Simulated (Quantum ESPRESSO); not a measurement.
Here is a Quantum ESPRESSO 7.5 calculation.

Contents of pw.in:

```
&CONTROL
  calculation = 'scf'
  prefix = 'pwscf'
  outdir = './tmp'
  pseudo_dir = './pseudo'
  tprnfor = .true.
  tstress = .true.
  disk_io = 'low'
/
&SYSTEM
  ibrav = 0
  celldm(1) = 8
  nat = 6
  ntyp = 2
  ecutwfc = 45
  ecutrho = 360
  nbnd = 33
  occupations = 'smearing'
  smearing = 'fd'
  degauss = 0.00367493
/
&ELECTRONS
  conv_thr = 1.2d-09
  electron_maxstep = 120
  mixing_beta = 0.5
/
ATOMIC_SPECIES
Hf   178.4900 hf_lda_v1.uspp.F.UPF
O     15.9990 o_lda_v1.2.uspp.F.UPF
CELL_PARAMETERS alat
  0.8404602599781   0.0000000000000   0.0000000000000
  0.0000000000000   0.8404602599781   0.0000000000000
  0.0000000000000   0.0000000000000   1.2216751551845
ATOMIC_POSITIONS crystal
Hf     0.0000000000    0.0000000000    0.0000000000
Hf     0.5000000000    0.5000000000    0.5000000000
O      0.0000000000    0.5000000000    0.1972078800
O      0.5000000000    0.0000000000    0.3027921200
O      0.5000000000    0.0000000000    0.8027921200
O      0.0000000000    0.5000000000    0.6972078800
K_POINTS automatic
8 8 6 1 1 1
```

File scf2.in:

```
&CONTROL
  calculation = 'scf'
  prefix = 'pwscf'
  outdir = './tmp'
  pseudo_dir = './pseudo'
  tprnfor = .true.
  tstress = .true.
  disk_io = 'low'
/
&SYSTEM
  ibrav = 0
  celldm(1) = 8
  nat = 6
  ntyp = 2
  ecutwfc = 45
  ecutrho = 360
  nbnd = 33
  occupations = 'fixed'
/
&ELECTRONS
  conv_thr = 1d-13
  electron_maxstep = 120
  mixing_beta = 0.5
  startingpot = 'file'
  startingwfc = 'file'
/
ATOMIC_SPECIES
Hf   178.4900 hf_lda_v1.uspp.F.UPF
O     15.9990 o_lda_v1.2.uspp.F.UPF
CELL_PARAMETERS alat
  0.8404602599781   0.0000000000000   0.0000000000000
  0.0000000000000   0.8404602599781   0.0000000000000
  0.0000000000000   0.0000000000000   1.2216751551845
ATOMIC_POSITIONS crystal
Hf     0.0000000000    0.0000000000    0.0000000000
Hf     0.5000000000    0.5000000000    0.5000000000
O      0.0000000000    0.5000000000    0.1972078800
O      0.5000000000    0.0000000000    0.3027921200
O      0.5000000000    0.0000000000    0.8027921200
O      0.0000000000    0.5000000000    0.6972078800
K_POINTS automatic
8 8 6 1 1 1
```

Contents of ph.in:

```
dielectric of HfO2
&INPUTPH
  prefix = 'pwscf'
  outdir = './tmp'
  tr2_ph = 1d-18
  fildyn = 'dyn'
  niter_ph = 90
  alpha_mix(1) = 0.7
  epsil = .true.
  trans = .false.
  zeu = .true.
/
0.0000000000 0.0000000000 0.0000000000
```

Potentials or basis: GBRV 1.5 LDA.

The run is started by

```sh
$ OMP_NUM_THREADS=1 pw.x -in pw.in > pw.out
$ OMP_NUM_THREADS=1 pw.x -in scf2.in > scf2.out
$ OMP_NUM_THREADS=1 ph.x -in ph.in > ph.out
```

Q: What does it give for the electronic dielectric tensor (diagonal)?

A: 5.25, 5.25, 4.73.

Q: Predict the Born charges (mean of the diagonal).

A: Hf +5.28; O -2.64 e.

Q: What does it give for the largest force?

A: 0.039 eV/Å.

Electronic dielectric tensor:
```
5.25 0.00 0.00
0.00 5.25 0.00
0.00 0.00 4.73
```

Caveat: the cell is more than 3 GPa from zero pressure, which shifts response properties. The run has no spin-orbit coupling, so splittings on Hf are missing.
